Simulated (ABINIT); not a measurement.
The system is ZnS.

```
CELL_PARAMETERS angstrom
0.00000 2.70200 2.70200
2.70200 0.00000 2.70200
2.70200 2.70200 0.00000
ATOMIC_POSITIONS crystal
Zn 0.75000 0.75000 0.75000
S 0.00000 0.00000 0.00000
```

Base run:

| Quantity | Value |
| --- | --- |
| Program | ABINIT 10.8.3 (patched build) |
| Functional | revPBE |
| Potentials or basis | JTH PAW PBE v2.0 |
| Cutoff | 544 eV |
| k mesh | 9 × 9 × 9 |
| Occupations | fermi-dirac, width 0.05 eV |
| Spin | no spin polarisation |

Its results: band gap on the k mesh 2.22 eV, direct.

Task: After a change of settings the same cell gave: band gap on the k mesh 1.96 eV, direct. Which change was it?
A. functional from revPBE to RPBE
B. functional from revPBE to PBE; potentials or basis from JTH PAW PBE v2.0 to SPMS NC PBE v1.0; cutoff from 544 eV to 925 eV; valence electrons from 18 to 26
C. functional from revPBE to SOGGA

Result: C.
